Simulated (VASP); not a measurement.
Write the native input for VASP 6.6.1 that does the following.

```yaml
Task: single point
Functional: PBEsol
Potentials_or_basis: VASP PAW PBE potentials, release 64 (Fe, Si)
Cutoff: 350 eV
k_mesh: 2 × 3 × 3
Occupations: gaussian, width 0.03 eV
Spin: collinear spin, zero start
Starting_moments: "[0.0, 0.0, 0.0, 0.0, 0.0, 0.0, 0.0, 0.0, 0.0, 0.0, 0.0, 0.0, 0.0, 0.0, 0.0, 0.0, 0.0, 0.0, 0.0, 0.0, 0.0, 0.0, 0.0, 0.0] μB"
Fixed_moment: 0 μB
Hubbard_terms: Fe d U = 4 eV
Dq: 0
Further_INCAR_settings: LREAL = Auto; ALGO = Normal; EDIFF = 1e-05
```

The structure of FeSi23 (a cell with a defect) lies in POSCAR:

```
FeSi23
1.0
    0.0000000000      8.1555000000      8.1555000000
    5.4370000000      0.0000000000      5.4370000000
    5.4370000000      5.4370000000      0.0000000000
Fe Si
1 23
Direct
    0.0000000000      0.0000000000      0.0000000000
    0.0000000000      0.0000000000      0.5000000000
    0.0000000000      0.5000000000      0.0000000000
    0.0000000000      0.5000000000      0.5000000000
    0.3333330000      0.0000000000      0.0000000000
    0.3333330000      0.0000000000      0.5000000000
    0.3333330000      0.5000000000      0.0000000000
    0.3333330000      0.5000000000      0.5000000000
    0.6666670000      0.0000000000      0.0000000000
    0.6666670000      0.0000000000      0.5000000000
    0.6666670000      0.5000000000      0.0000000000
    0.6666670000      0.5000000000      0.5000000000
    0.0833333333      0.1250000000      0.1250000000
    0.0833333333      0.1250000000      0.6250000000
    0.0833333333      0.6250000000      0.1250000000
    0.0833333333      0.6250000000      0.6250000000
    0.4166663333      0.1250000000      0.1250000000
    0.4166663333      0.1250000000      0.6250000000
    0.4166663333      0.6250000000      0.1250000000
    0.4166663333      0.6250000000      0.6250000000
    0.7500003333      0.1250000000      0.1250000000
    0.7500003333      0.1250000000      0.6250000000
    0.7500003333      0.6250000000      0.1250000000
    0.7500003333      0.6250000000      0.6250000000
```

The input as run:

INCAR

```
PREC = Accurate
ENCUT = 350
EDIFF = 1E-5
ISMEAR = 0
SIGMA = 0.03
LREAL = Auto
LASPH = T
NELM = 120
ALGO = Normal
ISIF = 2
LWAVE = F
LCHARG = F
ISPIN = 2
MAGMOM = 0 0 0 0 0 0 0 0 0 0 0 0 0 0 0 0 0 0 0 0 0 0 0 0
LORBIT = 11
NUPDOWN = 0
LMAXMIX = 4
LDAU = T
LDAUTYPE = 2
LDAUL = 2 -1
LDAUU = 4 0
LDAUJ = 0 0
LDAUPRINT = 1
GGA = PS
KPAR = 4
```

KPOINTS

```
Automatic mesh
0
Gamma
  2 3 3
```

Potentials or basis: VASP PAW PBE potentials, release 64 (Fe, Si).

Run with:

```bash
$ cat potpaw_PBE.64/Fe/POTCAR potpaw_PBE.64/Si/POTCAR > POTCAR
$ mpirun -np 4 vasp_std > vasp.out
```

Results of the run:

```
Pressure                                              : -1.2 GPa
Largest force                                         : 0.907 eV/Å
Net moment                                            : 0.00 μB per cell
Valence electrons inside the program's atomic spheres : Fe 7.28; Si 1.69, 1.68
```

Caveat: the PAW data sets were made with another functional, which shifts forces and pressure a little; the total moment is fixed, so each spin has its own Fermi level; the U is typed as a test and isn't derived for this compound.

Wall time 2.9 min on 4 MPI ranks on AMD EPYC 9R45 (Zen 5) (shared host), peak memory 0.59 GiB a rank.
